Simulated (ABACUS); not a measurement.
The system is Ti.

```
Ti
1.0
     2.87085    0.00000    0.00000
     1.43543    2.48623    0.00000
     1.43543    0.82874    2.34404
Ti
1
Direct
  0.00000 0.00000 0.00000
```

This isn't the form of Ti at room conditions, which is hcp.

Base run:

```yaml
Program: ABACUS 3.10.1
Functional: PBE
Dispersion: D2
Potentials_or_basis: PseudoDojo NC SR 0.4.1 PBE standard
Cutoff: 1143 eV
Density_cutoff: 4572 eV
Basis: plane waves
k_mesh: 11 × 11 × 11
Occupations: fermi-dirac, width 0.05 eV
Spin: no spin polarisation
```

Its results: band gap on the k mesh none (metal or under the smearing width); pressure 5.2 GPa.

Q: The run is repeated on the same cell with these changes: dispersion from D2 to D3(BJ). What comes out?

A: Band gap on the k mesh none (metal or under the smearing width); pressure -1.9 GPa.

Caveats: pairwise dispersion overbinds metals, which lowers pressure and volume.
